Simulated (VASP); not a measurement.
# Tl (Im-3m) in VASP: further runs

One crystal, Tl, is run at these levels: PBE; tasks: single point.

Everything below comes from runs of VASP 6.6.1. Logs are shortened: lines on timing, memory, paths and dates and some standing lists are left out, and cuts for length are marked.

### 1 Starting point

The structure is cubic, space group Im-3m (No. 229). The conventional cell has a = 3.882 Å, b = 3.882 Å, c = 3.882 Å, α = 90.00°, β = 90.00°, γ = 90.00°. Tl (site symmetry m-3m) is surrounded by 8 Tl at 3.36 Å.

This isn't the form of Tl at room conditions, which is hcp.

### 2 Single point, PBE

The input, INCAR:

```
ALGO = Normal
EDIFF = 1E-6
ENCUT = 520
GGA = PE
ISIF = 2
ISMEAR = 0
LASPH = T
LCHARG = T
LELF = T
LREAL = F
LVHAR = T
LWAVE = F
NBANDS = 12
NELM = 100
PREC = Accurate
SIGMA = 0.1
```

The input, KPOINTS:

```
k-points
0
Gamma
  6 6 6
```

The input, POSCAR:

```
Tl
1.0
   -1.9410000000      1.9410000000      1.9410000000
    1.9410000000     -1.9410000000      1.9410000000
    1.9410000000      1.9410000000     -1.9410000000
Tl
1
Direct
    0.0000000000      0.0000000000      0.0000000000
```

Potentials or basis: VASP PAW PBE potentials, release 64 (Tl_d).

Run with:

```sh
$ cat potpaw_PBE.64/Tl_d/POTCAR > POTCAR
$ mpirun -np 1 vasp_std > vasp.out
```

OUTCAR:

```text
EDIFF = 1E-6
   ENCUT = 520
   GGA = PE
   ISIF = 2
   ISMEAR = 0
   LASPH = T
   LREAL = F
   NELM = 100
   PREC = Accurate

 ion  position               nearest neighbor table
   1  0.000  0.000  0.000-

  LATTYP: Found a body centered cubic cell.
 ALAT       =     3.8820000000

  Lattice vectors:

 A1 = (  -1.9410000000,   1.9410000000,   1.9410000000)
 A2 = (   1.9410000000,  -1.9410000000,   1.9410000000)
 A3 = (   1.9410000000,   1.9410000000,  -1.9410000000)

Analysis of symmetry for initial positions (statically):
=====================================================================
 Subroutine PRICEL returns:
 Original cell was already a primitive cell.

 Routine SETGRP: Setting up the symmetry group for a
 body centered cubic supercell.

 Subroutine GETGRP returns: Found 48 space group operations
 (whereof 48 operations were pure point group operations)
 out of a pool of 48 trial point group operations.

The static configuration has the point symmetry O_h .

Analysis of symmetry for dynamics (positions and initial velocities):
=====================================================================
 Subroutine PRICEL returns:
 Original cell was already a primitive cell.

 Routine SETGRP: Setting up the symmetry group for a
 body centered cubic supercell.

 Subroutine GETGRP returns: Found 48 space group operations
 (whereof 48 operations were pure point group operations)
 out of a pool of 48 trial point group operations.

The dynamic configuration has the point symmetry O_h .

 Subroutine INISYM returns: Found 48 space group operations
 (whereof 48 operations are pure point group operations),
 and found     1 'primitive' translations

----------------------------------------------------------------------------------------

                                     Primitive cell

  volume of cell :      29.2507

  direct lattice vectors                    reciprocal lattice vectors
    -1.941000000  1.941000000  1.941000000     0.000000000  0.257599176  0.257599176
     1.941000000 -1.941000000  1.941000000     0.257599176  0.000000000  0.257599176
     1.941000000  1.941000000 -1.941000000     0.257599176  0.257599176  0.000000000

  length of vectors
     3.361910617  3.361910617  3.361910617     0.364300248  0.364300248  0.364300248

  position of ions in fractional coordinates (direct lattice)
     0.000000000  0.000000000  0.000000000

  ion indices of the primitive-cell ions
[... 73 lines left out ...]
   POTIM  = 0.5000    time-step for ionic-motion
   TEBEG  =    0.0;   TEEND  =   0.0 temperature during run
   PSTRESS=    0.0 pullay stress
   NELECT =      13.0000    total number of electrons
   NUPDOWN=      -1.0000    fix difference up-down
   EMIN   =  10.00;   EMAX   =-10.00  energy-range for DOS
   EFERMI =   0.00;   METHOD = LEGACY
   ISMEAR =     0;   SIGMA  =   0.10  broadening in eV -4-tet -1-fermi 0-gaus
   EFERMI_NEDOS =   21; number of points for ismear=-14 and -15
   IALGO  =     38    algorithm
   IMIX   =      4    mixing-type and parameters
     AMIX     =   0.40;   BMIX     =  1.00
     AMIX_MAG =   1.60;   BMIX_MAG =  1.00
  volume/ion in A,a.u.               =      29.25       197.39
  Fermi-wavevector in a.u.,A,eV,Ry     =   1.249330  2.360891 21.236311  1.560825
  Thomas-Fermi vector in A             =   2.383375
   LORBIT       =      0    0 simple, 1 ext, 2 COOP (PROOUT), +10 PAW based schemes
   GGA     = PE    functional components
   LHFCALC =     F    Hartree Fock is set to
   AEXX    =    0.0000 exact exchange contribution
   IVDW    =     0    specifies the selected vdW correction
   LEPSILON=     F    determine dielectric tensor
   LRPA    =     F    only Hartree local field effects (RPA)
 non-spin polarized calculation
 Gauss-broadening in eV      SIGMA  =   0.10
  energy-cutoff  :      520.00
  volume of cell :       29.25
 maximum number of plane-waves:       798
 NGX is ok and might be reduce to    28
   NGX = 13   NGY = 13   NGZ = 13

 number of electron      13.0000002 magnetization

 Free energy of the ion-electron system (eV)
  ---------------------------------------------------
  ext. energy  EPLUGINS =         0.00000000
  ---------------------------------------------------
  free energy    TOTEN  =        -2.19821968 eV

  energy without entropy =       -2.19147118  energy(sigma->0) =       -2.19484543

 E-fermi :   6.1649     XC(G=0): -10.0818

 val. band max:        6.1511729958   @ k =  -0.3333   0.5000   0.1667
 cond. band min:       6.3080129968   @ k =   0.5000   0.5000   0.3333
 fundamental gap:      0.1568400010
 Fermi energy:         6.1648987246

 k-point     1 :       0.0000    0.0000    0.0000
  band No.  band energies     occupation
      1      -5.3056      2.00000
      2      -5.3056      2.00000
      3      -5.3056      2.00000
      4      -4.8969      2.00000
      5      -4.8969      2.00000
      6      -3.5508      2.00000
      7      16.9419      0.00000
      8      16.9419      0.00000
      9      16.9419      0.00000
     10      18.6301      0.00000
     11      18.6301      0.00000
     12      18.6301      0.00000
[... 211 lines left out ...]
 k-point    16 :       0.5000    0.5000    0.5000
  band No.  band energies     occupation
      1      -5.4992      2.00000
      2      -5.4992      2.00000
      3      -4.6934      2.00000
      4      -4.6934      2.00000
      5      -4.6934      2.00000
      6       4.6328      2.00000
      7       7.7841      0.00000
      8       7.7842      0.00000
      9       7.7842      0.00000
     10      12.7838      0.00000
     11      12.7838      0.00000
     12      24.4716      0.00000

------------------------ aborting loop because EDIFF is reached ----------------------------------------

  FORCE on cell =-STRESS in cart. coord.  units (eV):
  Direction    XX          YY          ZZ          XY          YZ          ZX
  --------------------------------------------------------------------------------------
  -------------------------------------------------------------------------------------
  Total        0.4210816      0.4210816      0.4210816      0.0000000      0.0000000     -0.0000000
  in kB       23.0642989     23.0642989     23.0642989      0.0000000      0.0000000     -0.0000000
  external PRESSURE =      23.0642989 kB  Pullay stress =       0.0000000 kB

 VOLUME and BASIS-vectors are now :
 -----------------------------------------------------------------------------
  energy-cutoff  :      520.00
  volume of cell :       29.25
      direct lattice vectors                 reciprocal lattice vectors
    -1.941000000  1.941000000  1.941000000     0.000000000  0.257599176  0.257599176
     1.941000000 -1.941000000  1.941000000     0.257599176  0.000000000  0.257599176
     1.941000000  1.941000000 -1.941000000     0.257599176  0.257599176  0.000000000

 POSITION                                       TOTAL-FORCE (eV/Angst)
 -----------------------------------------------------------------------------------
      0.00000      0.00000      0.00000         0.000000      0.000000      0.000000
 -----------------------------------------------------------------------------------
    total drift:                               -0.000000      0.000000      0.000000

  FREE ENERGIE OF THE ION-ELECTRON SYSTEM (eV)
  ---------------------------------------------------
  free  energy   TOTEN  =        -2.1982196835 eV

  energy  without entropy=       -2.1914711774  energy(sigma->0) =       -2.19484543
```

OSZICAR:

```text
N       E                     dE             d eps       ncg     rms          rms(c)
DAV:   1     0.472837008343E+02    0.47284E+02   -0.66135E+03   416   0.948E+02
DAV:   2    -0.159278684317E+01   -0.48876E+02   -0.47922E+02   448   0.208E+02
DAV:   3    -0.222111108828E+01   -0.62832E+00   -0.62802E+00   448   0.209E+01
DAV:   4    -0.222382524024E+01   -0.27142E-02   -0.27141E-02   460   0.165E+00
DAV:   5    -0.222385605612E+01   -0.30816E-04   -0.30816E-04   436   0.168E-01    0.216E+00
DAV:   6    -0.220227603440E+01    0.21580E-01   -0.33821E-02   420   0.173E+00    0.152E+00
DAV:   7    -0.219842117537E+01    0.38549E-02   -0.11926E-02   420   0.102E+00    0.609E-01
DAV:   8    -0.219821377537E+01    0.20740E-03   -0.53179E-04   408   0.220E-01    0.317E-02
DAV:   9    -0.219821729703E+01   -0.35217E-05   -0.49380E-06   456   0.224E-02    0.110E-02
DAV:  10    -0.219821965966E+01   -0.23626E-05   -0.19629E-06   420   0.133E-02    0.694E-04
DAV:  11    -0.219821968350E+01   -0.23840E-07   -0.51638E-08   232   0.180E-03
   1 F= -.21982197E+01 E0= -.21948454E+01  d E =-.674851E-02
```

stdout:

```text
POSCAR found type information on POSCAR Tl
 POSCAR found :  1 types and       1 ions
 scaLAPACK will be used
 LDA part: xc-table for (Slater+PW92), standard interpolation
 POSCAR, INCAR and KPOINTS ok, starting setup
 FFT: planning ... GRIDC
 FFT: planning ... GRID_SOFT
 FFT: planning ... GRID
 WAVECAR not read
 entering main loop
```

Wall time 4.5 s (1 thread of AMD EPYC 9R45 (Zen 5), shared host); peak memory 0.12 GiB.

What came out:

* Free energy: -2.1982 eV
* Pressure: 2.3 GPa
* Band gap on the k mesh: none (metal or under the smearing width)

Levels at points of the mesh, in eV from the Fermi level:
```
           k point  band 2  band 3  band 4  band 5  band 6  band 7  band 8  band 9  band 10  band 11
(0.00, 0.00, 0.00)  -11.47  -11.47  -11.06  -11.06   -9.72   10.78   10.78   10.78    12.47    12.47
(0.50, 0.00, 0.00)  -11.61  -11.09  -11.06  -10.79   -4.85   -2.47    5.92    7.27    10.12    11.32
(0.50, 0.50, 0.50)  -11.66  -10.86  -10.86  -10.86   -1.53    1.62    1.62    1.62     6.62     6.62
```

Caveat: the k mesh is coarse (spacing up to 0.38 Å⁻¹), so the values aren't converged.

(Part 1 of 2 ends here.)
